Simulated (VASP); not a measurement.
# SnSe (Pnma) in VASP: settings compared

Aim: see how the results for SnSe move with the level of theory and the settings. Levels: PBE, LDA. Tasks: band structure.

Program: VASP 6.6.1. These are calculated values, not measurements. Logs are shortened: lines on timing, memory, paths and dates and some standing lists are left out, and cuts for length are marked.

**What was measured.**

From “Linear dichroism of the optical properties of SnS and SnSe van der Waals crystals”, 2024, arxiv:2409.17412, for a bulk crystal of SnSe at 300 K: band gap 0.89 eV (indirect).

The runs below are set against these values where they give the same quantity.

### 1 Starting point

It takes space group Pnma (No. 62, orthorhombic). The conventional cell has a = 11.420 Å, b = 4.190 Å, c = 4.460 Å, α = 90.00°, β = 90.00°, γ = 90.00°. Sn (site symmetry m) is surrounded by 3 Se at 2.69 to 2.83 Å. Se (site symmetry m) is surrounded by 3 Sn at 2.69 to 2.83 Å.

### 2 Band structure, PBE

POSCAR

```
SnSe
1.0
   11.4200000000      0.0000000000      0.0000000000
    0.0000000000      4.1900000000      0.0000000000
    0.0000000000      0.0000000000      4.4600000000
Sn Se
4 4
Direct
    0.8770000000      0.7500000000      0.9090000000
    0.6230000000      0.2500000000      0.4090000000
    0.3770000000      0.7500000000      0.5910000000
    0.1230000000      0.2500000000      0.0910000000
    0.6430000000      0.7500000000      0.9840000000
    0.8570000000      0.2500000000      0.4840000000
    0.1430000000      0.7500000000      0.5160000000
    0.3570000000      0.2500000000      0.0160000000
```

INCAR.step1

```
SYSTEM = SnSe
  PREC = Accurate
  ENCUT = 520
  EDIFF = 1E-6
  ISMEAR = -1
  SIGMA = 0.05
  LREAL = .False.
  LASPH = .True.
  NELM = 100
  ALGO = Normal
  ISIF = 2
  LWAVE = .False.
  LCHARG = .True.
  GGA = PE
```

KPOINTS.step1

```
Automatic mesh
0
Gamma
  3 6 6
  0 0 0
```

INCAR.step2

```
SYSTEM = SnSe
  PREC = Accurate
  ENCUT = 520
  EDIFF = 1E-6
  ISMEAR = 0
  SIGMA = 0.05
  LREAL = .False.
  LASPH = .True.
  NELM = 100
  ALGO = Normal
  ISIF = 2
  LWAVE = .False.
  LCHARG = .False.
  GGA = PE
  ICHARG = 11
```

KPOINTS.step2

```
path GXSYGZURTZ,YT,UX,SR
15
line-mode
reciprocal
 0.0000000000  0.0000000000  0.0000000000  G
 0.0000000000  0.5000000000  0.0000000000  X

 0.0000000000  0.5000000000  0.0000000000  X
 0.0000000000  0.5000000000  0.5000000000  S

 0.0000000000  0.5000000000  0.5000000000  S
 0.0000000000  0.0000000000  0.5000000000  Y

 0.0000000000  0.0000000000  0.5000000000  Y
 0.0000000000  0.0000000000  0.0000000000  G

 0.0000000000  0.0000000000  0.0000000000  G
 0.5000000000  0.0000000000  0.0000000000  Z

 0.5000000000  0.0000000000  0.0000000000  Z
 0.5000000000  0.5000000000  0.0000000000  U

 0.5000000000  0.5000000000  0.0000000000  U
 0.5000000000  0.5000000000  0.5000000000  R

 0.5000000000  0.5000000000  0.5000000000  R
 0.5000000000  0.0000000000  0.5000000000  T

 0.5000000000  0.0000000000  0.5000000000  T
 0.5000000000  0.0000000000  0.0000000000  Z

 0.0000000000  0.0000000000  0.5000000000  Y
 0.5000000000  0.0000000000  0.5000000000  T

 0.5000000000  0.5000000000  0.0000000000  U
 0.0000000000  0.5000000000  0.0000000000  X

 0.0000000000  0.5000000000  0.5000000000  S
 0.5000000000  0.5000000000  0.5000000000  R
```

Potentials or basis: VASP PAW PBE potentials, release 64 (Sn_d, Se).

Command:

```
> cat potpaw_PBE.64/Sn_d/POTCAR potpaw_PBE.64/Se/POTCAR > POTCAR
> cp INCAR.step1 INCAR
> cp KPOINTS.step1 KPOINTS
> mpirun -np 1 vasp_std > vasp.out
> cp INCAR.step2 INCAR
> cp KPOINTS.step2 KPOINTS
> mpirun -np 1 vasp_std > vasp.out
```

OUTCAR:

```text
SYSTEM = SnSe
   PREC = Accurate
   ENCUT = 520
   EDIFF = 1E-6
   ISMEAR = 0
   LREAL = .False.
   LASPH = .True.
   NELM = 100
   ISIF = 2
   GGA = PE
   ICHARG = 11

 ion  position               nearest neighbor table
   1  0.877  0.750  0.909-   5 2.69   6 2.83   6 2.83   4 3.60   4 3.60
   2  0.623  0.250  0.409-   6 2.69   5 2.83   5 2.83   3 3.60   3 3.60
   3  0.377  0.750  0.591-   7 2.69   8 2.83   8 2.83   2 3.60   2 3.60
   4  0.123  0.250  0.091-   8 2.69   7 2.83   7 2.83   1 3.60   1 3.60
   5  0.643  0.750  0.984-   1 2.69   2 2.83   2 2.83
   6  0.857  0.250  0.484-   2 2.69   1 2.83   1 2.83
   7  0.143  0.750  0.516-   3 2.69   4 2.83   4 2.83
   8  0.357  0.250  0.016-   4 2.69   3 2.83   3 2.83

  LATTYP: Found a simple orthorhombic cell.
 ALAT       =     4.1900000000
 B/A-ratio  =     1.0644391408
 C/A-ratio  =     2.7255369928

  Lattice vectors:

 A1 = (   0.0000000000,   4.1900000000,   0.0000000000)
 A2 = (   0.0000000000,   0.0000000000,   4.4600000000)
 A3 = (  11.4200000000,   0.0000000000,   0.0000000000)

Analysis of symmetry for initial positions (statically):
=====================================================================
 Subroutine PRICEL returns:
 Original cell was already a primitive cell.

 Routine SETGRP: Setting up the symmetry group for a
 simple orthorhombic supercell.

 Subroutine GETGRP returns: Found  8 space group operations
 (whereof  2 operations were pure point group operations)
 out of a pool of  8 trial point group operations.

The static configuration has the point symmetry S_2 .
 The point group associated with its full space group is D_2h.

Analysis of symmetry for dynamics (positions and initial velocities):
=====================================================================
 Subroutine PRICEL returns:
 Original cell was already a primitive cell.

 Routine SETGRP: Setting up the symmetry group for a
 simple orthorhombic supercell.

 Subroutine GETGRP returns: Found  8 space group operations
 (whereof  2 operations were pure point group operations)
 out of a pool of  8 trial point group operations.

The dynamic configuration has the point symmetry S_2 .
 The point group associated with its full space group is D_2h.

 Subroutine INISYM returns: Found  8 space group operations
 (whereof  2 operations are pure point group operations),
 and found     1 'primitive' translations

----------------------------------------------------------------------------------------

                                     Primitive cell

  volume of cell :     213.4101

  direct lattice vectors                    reciprocal lattice vectors
    11.420000000  0.000000000  0.000000000     0.087565674  0.000000000  0.000000000
     0.000000000  4.190000000  0.000000000     0.000000000  0.238663484  0.000000000
     0.000000000  0.000000000  4.460000000     0.000000000  0.000000000  0.224215247

  length of vectors
    11.420000000  4.190000000  4.460000000     0.087565674  0.238663484  0.224215247

  position of ions in fractional coordinates (direct lattice)
     0.877000000  0.750000000  0.909000000
     0.623000000  0.250000000  0.409000000
     0.377000000  0.750000000  0.591000000
     0.123000000  0.250000000  0.091000000
     0.643000000  0.750000000  0.984000000
     0.857000000  0.250000000  0.484000000
     0.143000000  0.750000000  0.516000000
     0.357000000  0.250000000  0.016000000

  ion indices of the primitive-cell ions
   primitive index   ion index
                 1           1
                 2           2
                 3           3
                 4           4
                 5           5
                 6           6
                 7           7
                 8           8

----------------------------------------------------------------------------------------

 KPOINTS: path GXSYGZURTZ,YT,UX,SR

Interpolating k-points between supplied coordinates.

 Line segments in fractional coordinates (reciprocal lattice):
    0.000000  0.000000  0.000000  ...  0.000000  0.500000  0.000000
[... 45 lines left out ...]
 fundamental gap:      0.5392690253
 Fermi energy:         5.6942351887

 k-point     1 :       0.0000    0.0000    0.0000
  band No.  band energies     occupation
      1     -15.8836      2.00000
      2     -15.8734      2.00000
      3     -15.8717      2.00000
      4     -15.8702      2.00000
      5     -15.8675      2.00000
      6     -15.8664      2.00000
[... 40 lines left out ...]
     47       9.7986      0.00000
     48      10.0061      0.00000

 k-point     2 :       0.0000    0.0357    0.0000
  band No.  band energies     occupation
      1     -15.8833      2.00000
      2     -15.8733      2.00000
      3     -15.8719      2.00000
      4     -15.8700      2.00000
      5     -15.8674      2.00000
      6     -15.8667      2.00000
[... 40 lines left out ...]
     47       9.7752      0.00000
     48       9.9187      0.00000

 k-point     3 :       0.0000    0.0714    0.0000
  band No.  band energies     occupation
      1     -15.8825      2.00000
      2     -15.8729      2.00000
      3     -15.8722      2.00000
      4     -15.8694      2.00000
      5     -15.8674      2.00000
      6     -15.8671      2.00000
[... 40 lines left out ...]
     47       9.6776      0.00000
     48       9.7356      0.00000

 k-point     4 :       0.0000    0.1071    0.0000
  band No.  band energies     occupation
      1     -15.8812      2.00000
      2     -15.8726      2.00000
      3     -15.8724      2.00000
      4     -15.8686      2.00000
      5     -15.8683      2.00000
      6     -15.8677      2.00000
[... 958 lines left out ...]
     47       9.2119      0.00000
     48       9.2119      0.00000

 k-point    23 :       0.0000    0.5000    0.2500
  band No.  band energies     occupation
      1     -15.8875      2.00000
      2     -15.8875      2.00000
      3     -15.8827      2.00000
      4     -15.8827      2.00000
      5     -15.8564      2.00000
      6     -15.8564      2.00000
[... 40 lines left out ...]
     47       9.5183      0.00000
     48       9.5207      0.00000

 k-point    24 :       0.0000    0.5000    0.2857
  band No.  band energies     occupation
      1     -15.8889      2.00000
      2     -15.8889      2.00000
      3     -15.8839      2.00000
      4     -15.8839      2.00000
      5     -15.8561      2.00000
      6     -15.8561      2.00000
[... 40 lines left out ...]
     47       9.7849      0.00000
     48       9.7977      0.00000

 [... further k-points ...]

------------------------ aborting loop because EDIFF is reached ----------------------------------------

  FORCE on cell =-STRESS in cart. coord.  units (eV):
  Direction    XX          YY          ZZ          XY          YZ          ZX
  --------------------------------------------------------------------------------------
  -------------------------------------------------------------------------------------
  Total        1.4001243      4.0820185      2.4044567      0.0000000      0.0000000      0.0000000
  in kB       10.5114396     30.6457723     18.0514693      0.0000000      0.0000000      0.0000000
  external PRESSURE =      19.7362271 kB  Pullay stress =       0.0000000 kB

 VOLUME and BASIS-vectors are now :
 -----------------------------------------------------------------------------
  energy-cutoff  :      520.00
  volume of cell :      213.41
      direct lattice vectors                 reciprocal lattice vectors
    11.420000000  0.000000000  0.000000000     0.087565674  0.000000000  0.000000000
     0.000000000  4.190000000  0.000000000     0.000000000  0.238663484  0.000000000
     0.000000000  0.000000000  4.460000000     0.000000000  0.000000000  0.224215247

 POSITION                                       TOTAL-FORCE (eV/Angst)
 -----------------------------------------------------------------------------------
     10.01534      3.14250      4.05414         0.188173      0.000000     -0.165338
      7.11466      1.04750      1.82414        -0.188173     -0.000000     -0.165338
      4.30534      3.14250      2.63586         0.188173      0.000000      0.165338
      1.40466      1.04750      0.40586        -0.188173     -0.000000      0.165338
      7.34306      3.14250      4.38864        -0.046445      0.000000      0.195998
      9.78694      1.04750      2.15864         0.046445      0.000000      0.195998
      1.63306      3.14250      2.30136        -0.046445      0.000000     -0.195998
      4.07694      1.04750      0.07136         0.046445     -0.000000     -0.195998
 -----------------------------------------------------------------------------------
    total drift:                                0.000000     -0.000000      0.000000

  FREE ENERGIE OF THE ION-ELECTRON SYSTEM (eV)
  ---------------------------------------------------
  free  energy   TOTEN  =       -32.3301903524 eV

  energy  without entropy=      -32.3301903524  energy(sigma->0) =      -32.33019035
```

It took 21 min on 1 thread of Intel Xeon 6975P-C (Granite Rapids), shared host; peak memory 1.3 GiB.

Results:

```
Band gap on the k mesh  : 0.54 eV, indirect (least direct gap 0.70 eV)
Band gap along the path : 0.54 eV, indirect (least direct gap 0.66 eV)
```

Levels at the corners of the path, in eV from the valence-band top:
| point | band 38 | band 39 | band 40 | band 41 | band 42 | band 43 |
| --- | --- | --- | --- | --- | --- | --- |
| Γ | -1.19 | -0.77 | -0.56 | 0.79 | 2.95 | 3.04 |
| X | -1.02 | -0.75 | -0.75 | 0.91 | 0.91 | 1.39 |
| X | -1.02 | -0.75 | -0.75 | 0.91 | 0.91 | 1.39 |
| S | -2.25 | -1.52 | -1.52 | 2.86 | 2.86 | 3.11 |
| S | -2.25 | -1.52 | -1.52 | 2.86 | 2.86 | 3.11 |
| Y | -0.78 | -0.31 | -0.31 | 1.26 | 1.26 | 1.59 |
| Y | -0.78 | -0.31 | -0.31 | 1.26 | 1.26 | 1.59 |
| Γ | -1.19 | -0.77 | -0.56 | 0.79 | 2.95 | 3.04 |
| Γ | -1.19 | -0.77 | -0.56 | 0.79 | 2.95 | 3.04 |
| Z | -1.83 | -0.63 | -0.63 | 2.64 | 2.64 | 2.83 |
| Z | -1.83 | -0.63 | -0.63 | 2.64 | 2.64 | 2.83 |
| U | -1.01 | -1.01 | -1.01 | 1.40 | 1.40 | 1.40 |
| U | -1.01 | -1.01 | -1.01 | 1.40 | 1.40 | 1.40 |
| R | -1.53 | -1.53 | -1.53 | 2.62 | 2.62 | 2.62 |
| R | -1.53 | -1.53 | -1.53 | 2.62 | 2.62 | 2.62 |
| T | -0.55 | -0.29 | -0.29 | 1.25 | 1.25 | 1.60 |
| T | -0.55 | -0.29 | -0.29 | 1.25 | 1.25 | 1.60 |
| Z | -1.83 | -0.63 | -0.63 | 2.64 | 2.64 | 2.83 |
| Y | -0.78 | -0.31 | -0.31 | 1.26 | 1.26 | 1.59 |
| T | -0.55 | -0.29 | -0.29 | 1.25 | 1.25 | 1.60 |
| U | -1.01 | -1.01 | -1.01 | 1.40 | 1.40 | 1.40 |
| X | -1.02 | -0.75 | -0.75 | 0.91 | 0.91 | 1.39 |
| S | -2.25 | -1.52 | -1.52 | 2.86 | 2.86 | 3.11 |
| R | -1.53 | -1.53 | -1.53 | 2.62 | 2.62 | 2.62 |

Caveat: the log is that of the step along the path at fixed density, whose energy, stress, charges and moments have no meaning; spin-orbit coupling is left out, which moves the levels of the heavy elements.

### 3 Band structure, LDA

INCAR

```
SYSTEM = SnSe
PREC = Accurate
ENCUT = 520
EDIFF = 1E-6
ISMEAR = -1
SIGMA = 0.05
LREAL = .FALSE.
LASPH = .TRUE.
NELM = 60
ALGO = Fast
ISIF = 2
LWAVE = .FALSE.
LCHARG = .FALSE.
```

KPOINTS

```
Automatic mesh
0
G
  3 6 6
  0 0 0
```

POSCAR is that of step 2.

KPOINTS_OPT

```
path GXSYGZURTZ,YT,UX,SR
15
line-mode
reciprocal
 0.0000000000  0.0000000000  0.0000000000  G
 0.0000000000  0.5000000000  0.0000000000  X

 0.0000000000  0.5000000000  0.0000000000  X
 0.0000000000  0.5000000000  0.5000000000  S

 0.0000000000  0.5000000000  0.5000000000  S
 0.0000000000  0.0000000000  0.5000000000  Y

 0.0000000000  0.0000000000  0.5000000000  Y
 0.0000000000  0.0000000000  0.0000000000  G

 0.0000000000  0.0000000000  0.0000000000  G
 0.5000000000  0.0000000000  0.0000000000  Z

 0.5000000000  0.0000000000  0.0000000000  Z
 0.5000000000  0.5000000000  0.0000000000  U

 0.5000000000  0.5000000000  0.0000000000  U
 0.5000000000  0.5000000000  0.5000000000  R

 0.5000000000  0.5000000000  0.5000000000  R
 0.5000000000  0.0000000000  0.5000000000  T

 0.5000000000  0.0000000000  0.5000000000  T
 0.5000000000  0.0000000000  0.0000000000  Z

 0.0000000000  0.0000000000  0.5000000000  Y
 0.5000000000  0.0000000000  0.5000000000  T

 0.5000000000  0.5000000000  0.0000000000  U
 0.0000000000  0.5000000000  0.0000000000  X

 0.0000000000  0.5000000000  0.5000000000  S
 0.5000000000  0.5000000000  0.5000000000  R
```

Potentials or basis: VASP PAW LDA potentials, release 64 (Sn_d, Se).

Command:

```
> cat potpaw_LDA.64/Sn_d/POTCAR potpaw_LDA.64/Se/POTCAR > POTCAR
> mpirun -np 1 vasp_std > vasp.out
```

Run time: 22 min. Hardware: 1 thread of Intel Xeon 6975P-C (Granite Rapids), shared host; peak memory 0.51 GiB.

The run converged. Its results:

* Free energy: -37.9011 eV
* Pressure: -1.9 GPa
* Largest force: 0.196 eV/Å
* Band gap on the k mesh: 0.47 eV, indirect (least direct gap 0.65 eV)
* Band gap along the path: 0.47 eV, indirect (least direct gap 0.61 eV)

Forces on the atoms (eV/Å):
```
Sn   0.160  0.000 -0.113
Sn  -0.160  0.000 -0.113
Sn   0.160  0.000  0.113
Sn  -0.160  0.000  0.113
Se  -0.149  0.000  0.103
Se   0.149  0.000  0.103
Se  -0.149  0.000 -0.103
Se   0.149  0.000 -0.103
```

Stress tensor (GPa, compression positive):
```
-0.18  0.00  0.00
 0.00 -2.71  0.00
 0.00  0.00 -2.91
```

Levels at the corners of the path, in eV from the valence-band top:
```
point  band 36  band 37  band 38  band 39  band 40  band 41  band 42  band 43  band 44  band 45
    Γ    -1.80    -1.52    -1.20    -0.77    -0.55     0.72     2.88     2.99     3.02     3.28
    X    -1.69    -1.03    -1.03    -0.76    -0.76     0.85     0.85     1.31     1.31     1.59
    X    -1.69    -1.03    -1.03    -0.76    -0.76     0.85     0.85     1.31     1.31     1.59
    S    -3.18    -2.24    -2.24    -1.51    -1.51     2.81     2.81     3.07     3.07     4.84
    S    -3.18    -2.24    -2.24    -1.51    -1.51     2.81     2.81     3.07     3.07     4.84
    Y    -1.45    -0.81    -0.81    -0.35    -0.35     1.19     1.19     1.53     1.53     1.57
    Y    -1.45    -0.81    -0.81    -0.35    -0.35     1.19     1.19     1.53     1.53     1.57
    Γ    -1.80    -1.52    -1.20    -0.77    -0.55     0.72     2.88     2.99     3.02     3.28
    Γ    -1.80    -1.52    -1.20    -0.77    -0.55     0.72     2.88     2.99     3.02     3.28
    Z    -2.09    -1.81    -1.81    -0.62    -0.62     2.59     2.59     2.77     2.77     3.63
    Z    -2.09    -1.81    -1.81    -0.62    -0.62     2.59     2.59     2.77     2.77     3.63
    U    -2.11    -1.03    -1.03    -1.03    -1.03     1.34     1.34     1.34     1.34     1.96
    U    -2.11    -1.03    -1.03    -1.03    -1.03     1.34     1.34     1.34     1.34     1.96
    R    -3.77    -1.52    -1.52    -1.52    -1.52     2.57     2.57     2.57     2.57     4.65
    R    -3.77    -1.52    -1.52    -1.52    -1.52     2.57     2.57     2.57     2.57     4.65
    T    -1.75    -0.56    -0.56    -0.33    -0.33     1.19     1.19     1.53     1.53     1.60
    T    -1.75    -0.56    -0.56    -0.33    -0.33     1.19     1.19     1.53     1.53     1.60
    Z    -2.09    -1.81    -1.81    -0.62    -0.62     2.59     2.59     2.77     2.77     3.63
    Y    -1.45    -0.81    -0.81    -0.35    -0.35     1.19     1.19     1.53     1.53     1.57
    T    -1.75    -0.56    -0.56    -0.33    -0.33     1.19     1.19     1.53     1.53     1.60
    U    -2.11    -1.03    -1.03    -1.03    -1.03     1.34     1.34     1.34     1.34     1.96
    X    -1.69    -1.03    -1.03    -0.76    -0.76     0.85     0.85     1.31     1.31     1.59
    S    -3.18    -2.24    -2.24    -1.51    -1.51     2.81     2.81     3.07     3.07     4.84
    R    -3.77    -1.52    -1.52    -1.52    -1.52     2.57     2.57     2.57     2.57     4.65
```

Caveat: spin-orbit coupling is left out, which moves the levels of the heavy elements.

### 4 Comparison with measurements

Step 2. Against the measured gap of SnSe, 0.89 eV (indirect; 300 K; “Linear dichroism of the optical properties of SnS and SnSe van der Waals crystals”, 2024, arxiv:2409.17412), the calculated 0.54 eV is off by -0.35 eV. 2 values of this kind are on record (0.89 to 0.99 eV); this one was drawn at random. Spin-orbit coupling on Se, Sn is left out. The value is that of PBE, without temperature or zero-point motion. Semilocal functionals fall short of measured gaps as a rule.

Step 3. Against the measured gap of SnSe, 0.89 eV (indirect; 300 K; “Linear dichroism of the optical properties of SnS and SnSe van der Waals crystals”, 2024, arxiv:2409.17412), the calculated 0.47 eV is off by -0.42 eV. 2 values of this kind are on record (0.89 to 0.99 eV); this one was drawn at random. Spin-orbit coupling on Se, Sn is left out. The value is that of LDA, without temperature or zero-point motion. Semilocal functionals fall short of measured gaps as a rule.
